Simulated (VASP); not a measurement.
# Ge (Fd-3m) in VASP: a series of runs, part 2 of 3

VASP 6.6.1.

## 3. Band structure, r2SCAN

INCAR

```
ALGO = Normal
EDIFF = 1E-7
ENCUT = 520
ISIF = 2
ISMEAR = -1
LASPH = True
LCHARG = False
LMIXTAU = True
LREAL = False
LWAVE = False
METAGGA = R2SCAN
NELM = 60
PREC = Accurate
SIGMA = 0.05
```

KPOINTS

```
k-points
0
Gamma
  8 8 8
```

POSCAR

```
Ge
1.0
    0.0000000000      2.8289100000      2.8289100000
    2.8289100000      0.0000000000      2.8289100000
    2.8289100000      2.8289100000      0.0000000000
Ge
2
Direct
    0.7500000000      0.7500000000      0.7500000000
    0.5000000000      0.5000000000      0.5000000000
```

KPOINTS_OPT

```
path GXWKGLUWLK,UX
15
line-mode
reciprocal
 0.0000000000  0.0000000000  0.0000000000  G
 0.5000000000  0.0000000000  0.5000000000  X

 0.5000000000  0.0000000000  0.5000000000  X
 0.5000000000  0.2500000000  0.7500000000  W

 0.5000000000  0.2500000000  0.7500000000  W
 0.3750000000  0.3750000000  0.7500000000  K

 0.3750000000  0.3750000000  0.7500000000  K
 0.0000000000  0.0000000000  0.0000000000  G

 0.0000000000  0.0000000000  0.0000000000  G
 0.5000000000  0.5000000000  0.5000000000  L

 0.5000000000  0.5000000000  0.5000000000  L
 0.6250000000  0.2500000000  0.6250000000  U

 0.6250000000  0.2500000000  0.6250000000  U
 0.5000000000  0.2500000000  0.7500000000  W

 0.5000000000  0.2500000000  0.7500000000  W
 0.5000000000  0.5000000000  0.5000000000  L

 0.5000000000  0.5000000000  0.5000000000  L
 0.3750000000  0.3750000000  0.7500000000  K

 0.6250000000  0.2500000000  0.6250000000  U
 0.5000000000  0.0000000000  0.5000000000  X
```

Potentials or basis: VASP PAW PBE potentials, release 64 (Ge_d).

Run with:

```bash
cat potpaw_PBE.64/Ge_d/POTCAR > POTCAR
mpirun -np 1 vasp_std > vasp.out
```

OUTCAR:

```text
EDIFF = 1E-7
   ENCUT = 520
   ISIF = 2
   ISMEAR = -1
   LASPH = True
   LREAL = False
   METAGGA = R2SCAN
   NELM = 60
   PREC = Accurate

 ion  position               nearest neighbor table
   1  0.750  0.750  0.750-   2 2.45   2 2.45   2 2.45   2 2.45
   2  0.500  0.500  0.500-   1 2.45   1 2.45   1 2.45   1 2.45

  LATTYP: Found a face centered cubic cell.
 ALAT       =     5.6578200000

  Lattice vectors:

 A1 = (   0.0000000000,   2.8289100000,   2.8289100000)
 A2 = (   2.8289100000,   0.0000000000,   2.8289100000)
 A3 = (   2.8289100000,   2.8289100000,   0.0000000000)

Analysis of symmetry for initial positions (statically):
=====================================================================
 Subroutine PRICEL returns:
 Original cell was already a primitive cell.

 Routine SETGRP: Setting up the symmetry group for a
 face centered cubic supercell.

 Subroutine GETGRP returns: Found 48 space group operations
 (whereof 24 operations were pure point group operations)
 out of a pool of 48 trial point group operations.

The static configuration has the point symmetry T_d .
 The point group associated with its full space group is O_h .

Analysis of symmetry for dynamics (positions and initial velocities):
=====================================================================
 Subroutine PRICEL returns:
 Original cell was already a primitive cell.

 Routine SETGRP: Setting up the symmetry group for a
 face centered cubic supercell.

 Subroutine GETGRP returns: Found 48 space group operations
 (whereof 24 operations were pure point group operations)
 out of a pool of 48 trial point group operations.

The dynamic configuration has the point symmetry T_d .
 The point group associated with its full space group is O_h .

 Subroutine INISYM returns: Found 48 space group operations
 (whereof 24 operations are pure point group operations),
 and found     1 'primitive' translations

[... 111 lines left out ...]
   IALGO  =     38    algorithm
   IMIX   =      4    mixing-type and parameters
     AMIX     =   0.40;   BMIX     =  1.00
     AMIX_MAG =   1.60;   BMIX_MAG =  1.00
  volume/ion in A,a.u.               =      22.64       152.78
  Fermi-wavevector in a.u.,A,eV,Ry     =   1.394756  2.635708 26.468033  1.945346
  Thomas-Fermi vector in A             =   2.518275
   LORBIT       =      0    0 simple, 1 ext, 2 COOP (PROOUT), +10 PAW based schemes
   METAGGA = R2SCAN    functional components
   LHFCALC =     F    Hartree Fock is set to
   AEXX    =    0.0000 exact exchange contribution
   IVDW    =     0    specifies the selected vdW correction
   LEPSILON=     F    determine dielectric tensor
   LRPA    =     F    only Hartree local field effects (RPA)
 non-spin polarized calculation
  energy-cutoff  :      520.00
  volume of cell :       45.28
 maximum number of plane-waves:      1243
 NGX is ok and might be reduce to    30
   NGX = 15   NGY = 15   NGZ = 15

 number of electron      28.0000022 magnetization

 Free energy of the ion-electron system (eV)
  ---------------------------------------------------
  ext. energy  EPLUGINS =         0.00000000
  ---------------------------------------------------
  free energy    TOTEN  =       -27.73499274 eV

  energy without entropy =      -27.73487964  energy(sigma->0) =      -27.73493619

 E-fermi :   5.0038     XC(G=0): -10.8184

 val. band max:        4.8027314225   @ k =   0.0000   0.0000   0.0000
 cond. band min:       5.2068104254   @ k =   0.0000   0.0000   0.0000
 fundamental gap:      0.4040790029
 Fermi energy:         5.0038202770

 k-point     1 :       0.0000    0.0000    0.0000
  band No.  band energies     occupation
      1     -20.6924      2.00000
      2     -20.6924      2.00000
      3     -20.6923      2.00000
      4     -20.6530      2.00000
      5     -20.6530      2.00000
      6     -20.4354      2.00000
[... 481 lines left out ...]
      5     -20.5730      2.00000
      6     -20.5171      2.00000
[... 10 lines left out ...]
     17      10.9634      0.00000
     18      12.2188      0.00000

 [... further k-points ...]

------------------------ aborting loop because EDIFF is reached ----------------------------------------

  FORCE on cell =-STRESS in cart. coord.  units (eV):
  Direction    XX          YY          ZZ          XY          YZ          ZX
  --------------------------------------------------------------------------------------
  -------------------------------------------------------------------------------------
  Total        0.1833735      0.1833735      0.1833735      0.0000000      0.0000000      0.0000000
  in kB        6.4887298      6.4887298      6.4887298      0.0000000      0.0000000      0.0000000
  external PRESSURE =       6.4887298 kB  Pullay stress =       0.0000000 kB

 VOLUME and BASIS-vectors are now :
 -----------------------------------------------------------------------------
  energy-cutoff  :      520.00
  volume of cell :       45.28
      direct lattice vectors                 reciprocal lattice vectors
     0.000000000  2.828910000  2.828910000    -0.176746521  0.176746521  0.176746521
     2.828910000  0.000000000  2.828910000     0.176746521 -0.176746521  0.176746521
     2.828910000  2.828910000  0.000000000     0.176746521  0.176746521 -0.176746521

 POSITION                                       TOTAL-FORCE (eV/Angst)
 -----------------------------------------------------------------------------------
      4.24336      4.24336      4.24336        -0.000000     -0.000000     -0.000000
      2.82891      2.82891      2.82891         0.000000      0.000000      0.000000
 -----------------------------------------------------------------------------------
    total drift:                                0.000000     -0.000000      0.000000

  FREE ENERGIE OF THE ION-ELECTRON SYSTEM (eV)
  ---------------------------------------------------
  free  energy   TOTEN  =       -27.7349927387 eV

  energy  without entropy=      -27.7348796425  energy(sigma->0) =      -27.73493619
```

OSZICAR:

```text
N       E                     dE             d eps       ncg     rms          rms(c)
DAV:   1     0.150009931118E+03    0.15001E+03   -0.16132E+04  1074   0.436E+03
DAV:   2    -0.854194133611E+01   -0.15855E+03   -0.15576E+03  1044   0.556E+02
DAV:   3    -0.297671958400E+02   -0.21225E+02   -0.21074E+02  1132   0.152E+02
DAV:   4    -0.304161180043E+02   -0.64892E+00   -0.64800E+00  1188   0.309E+01
DAV:   5    -0.304273093006E+02   -0.11191E-01   -0.11191E-01  1182   0.421E+00    0.337E+00
DAV:   6    -0.277405180747E+02    0.26868E+01   -0.37871E-01  1244   0.119E+01    0.196E+00
DAV:   7    -0.280027948269E+02   -0.26228E+00   -0.38808E-01  1308   0.947E+00    0.348E-01
DAV:   8    -0.277395086964E+02    0.26329E+00   -0.12721E-01  1154   0.541E+00    0.125E-01
DAV:   9    -0.277336258103E+02    0.58829E-02   -0.10165E-02  1048   0.108E+00    0.101E-01
DAV:  10    -0.276311806256E+02    0.10245E+00   -0.69799E-02  1046   0.293E+00    0.124E-01
[... 62 further cycles ...]
DAV:   1     0.225382590677E+05   -0.63855E+04      188
DAV:   2     0.217744698842E+05   -0.76379E+03      180
DAV:   3     0.216775974407E+05   -0.96872E+02      186
DAV:   4     0.216746680681E+05   -0.29294E+01      200
DAV:   5     0.216746102998E+05   -0.57768E-01      198
DAV:   6     0.216746084769E+05   -0.18229E-02      200
DAV:   7     0.216746083920E+05   -0.84935E-04      206
DAV:   8     0.216746083882E+05   -0.37962E-05      198
DAV:   9     0.216746083880E+05   -0.22692E-06      190
DAV:  10     0.216746083880E+05   -0.11711E-07      116
```

stdout:

```text
POSCAR found type information on POSCAR Ge
 POSCAR found :  1 types and       2 ions
 scaLAPACK will be used
 -----------------------------------------------------------------------------
|                                                                             |
|                                                                             |
|     You enforced a specific xc type in the INCAR file but a different       |
|     I HOPE YOU KNOW WHAT YOU ARE DOING!                                     |
|                                                                             |
 -----------------------------------------------------------------------------

 LDA part: xc-table for (None), standard interpolation
 POSCAR, INCAR and KPOINTS ok, starting setup
 FFT: planning ... GRIDC
 FFT: planning ... GRID_SOFT
 FFT: planning ... GRID
 WAVECAR not read
 entering main loop
 Start KPOINTS_OPT (optional k-point list driver)
k-point batch [1-29\150]
k-point batch [30-58\150]
k-point batch [59-87\150]
k-point batch [88-116\150]
k-point batch [117-145\150]
k-point batch [146-150\150]
```

Wall time 4 min (1 thread of Intel Xeon Platinum 8559C (Emerald Rapids), shared host); peak memory 0.17 GiB.

Results:

```
Free energy             : -27.7350 eV
Pressure                : 0.6 GPa
Band gap on the k mesh  : 0.40 eV, direct
Band gap along the path : 0.40 eV, direct
```

Levels at the corners of the path, in eV from the valence-band top:
```tsv
point	band 12	band 13	band 14	band 15	band 16	band 17
Γ	0.00	0.00	0.00	0.40	2.71	2.71
X	-9.22	-3.23	-3.23	0.97	0.97	10.11
X	-9.22	-3.23	-3.23	0.97	0.97	10.11
W	-9.12	-4.06	-4.06	4.68	4.68	5.06
W	-9.12	-4.06	-4.06	4.68	4.68	5.06
K	-8.59	-4.50	-2.77	1.39	4.42	7.71
K	-8.59	-4.50	-2.77	1.39	4.42	7.71
Γ	0.00	0.00	0.00	0.40	2.71	2.71
Γ	0.00	0.00	0.00	0.40	2.71	2.71
L	-7.87	-1.48	-1.48	0.44	4.00	4.00
L	-7.87	-1.48	-1.48	0.44	4.00	4.00
U	-8.59	-4.50	-2.77	1.39	4.42	7.71
U	-8.59	-4.50	-2.77	1.39	4.42	7.71
W	-9.12	-4.06	-4.06	4.68	4.68	5.06
W	-9.12	-4.06	-4.06	4.68	4.68	5.06
L	-7.87	-1.48	-1.48	0.44	4.00	4.00
L	-7.87	-1.48	-1.48	0.44	4.00	4.00
K	-8.59	-4.50	-2.77	1.39	4.42	7.71
U	-8.59	-4.50	-2.77	1.39	4.42	7.71
X	-9.22	-3.23	-3.23	0.97	0.97	10.11
```

Caveat: the PAW data sets were made with another functional, which shifts forces and pressure a little.

[end of part 2 of 3]
